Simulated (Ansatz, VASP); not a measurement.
Ti in VASP and in Ansatz

The input INCAR:

```
SYSTEM = Ti
PREC = Accurate
ENCUT = 520
EDIFF = 1E-6
ISMEAR = 0
SIGMA = 0.1
LREAL = .False.
LASPH = .True.
NELM = 100
ALGO = Normal
ISIF = 2
LWAVE = .False.
LCHARG = .True.
GGA = PS
LELF = .True.
LVHAR = .True.
NBANDS = 12
```

File KPOINTS:

```
Automatic mesh
0
Gamma
  8 8 8
  0 0 0
```

File POSCAR:

```
Ti
1.0
    2.6120080534      0.0000000000      0.0000000000
    0.0000000000      2.6120080534      0.0000000000
    0.0000000000      0.0000000000      2.6120080534
Ti
1
Direct
    0.0000000000      0.0000000000      0.0000000000
```

Input for Ansatz:

```yaml
crystal:
  lattice:
    - [2.6120080534, 0.0, 0.0]
    - [0.0, 2.6120080534, 0.0]
    - [0.0, 0.0, 2.6120080534]
  atoms:
    - { symbol: Ti, position: [0.0, 0.0, 0.0] }
basis:
  ecutwfc: 420
kpoints:
  mp_grid: { grid: [8, 8, 8] }
hamiltonian:
  xc: pbesol
scf:
  occupations: { method: gaussian, width: 0.1 }
  lower_state_search: "off"
output:
  forces: true
  stress: true
  eigenvalues: true
```

Alike in both runs: task single point; functional PBEsol; k mesh 8 × 8 × 8; occupations gaussian, width 0.1 eV; no spin polarisation.

|  | VASP | Ansatz |
| --- | --- | --- |
| version | VASP 6.6.1 | Ansatz 0.2.0 |
| potentials or method | VASP PAW PBE potentials, release 64 (Ti_sv) | scalar-relativistic, plane waves, PAW |
| plane-wave cutoff (eV) | 520 | 420 |
| valence electrons in the cell | 12 | 12 |

Ansatz gave:

```
gap on the k mesh at the Fermi level (eV) : none
pressure (GPa)                            : -0.6
```

**Question.** What did VASP give for the same quantities?

**Answer.** gap on the k mesh at the Fermi level (eV): none; pressure (GPa): -0.8.

A gap of «none» marks a metal or a gap that the smearing closes. With one functional, cell and mesh, what is left measures potentials, basis and numerics.

Caveats: the PAW data sets were made with another functional, which shifts forces and pressure a little (VASP).
